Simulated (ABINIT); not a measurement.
Hf:

```
CELL_PARAMETERS angstrom
3.19670 0.00000 0.00000
-1.59835 2.76842 0.00000
0.00000 0.00000 5.05780
ATOMIC_POSITIONS crystal
Hf 0.66667 0.33333 0.75000
Hf 0.33333 0.66667 0.25000
```

| Item | Value |
| --- | --- |
| Program | ABINIT 10.8.3 (patched build) |
| Task | relaxation of cell and atoms |
| Functional | LDA |
| Potentials or basis | JTH PAW LDA v2.0 |
| Cutoff | 463 eV |
| k mesh | 10 × 10 × 5 |
| Occupations | fermi-dirac, width 0.05 eV |
| Spin | no spin polarisation |

At the start: pressure -7.8 GPa; volume 22.38 Å³/atom.

Problem. Where does the relaxation end?

Solution. Over 4 steps the energy falls by 40.9 meV/atom and the volume is 20.81 Å³/atom (-7.0 %); space group P6_3/mmc (No. 194, to 0.05 Å).

Step by step:
```
step  energy change (eV)  largest force (eV/Å)  pressure (GPa)  volume (Å³)
   1              0.0000                0.0000           -7.83        44.76
   2             -0.0444                0.0000           -5.51        43.70
   3             -0.0815                0.0000            0.52        41.43
   4             -0.0818                0.0000           -0.02        41.61
```

Final structure:
```
CELL_PARAMETERS angstrom
3.12145 0.00000 0.00000
-1.56072 2.70325 0.00000
0.00000 0.00000 4.93126
ATOMIC_POSITIONS crystal
Hf 0.66667 0.33333 0.75000
Hf 0.33333 0.66667 0.25000
```
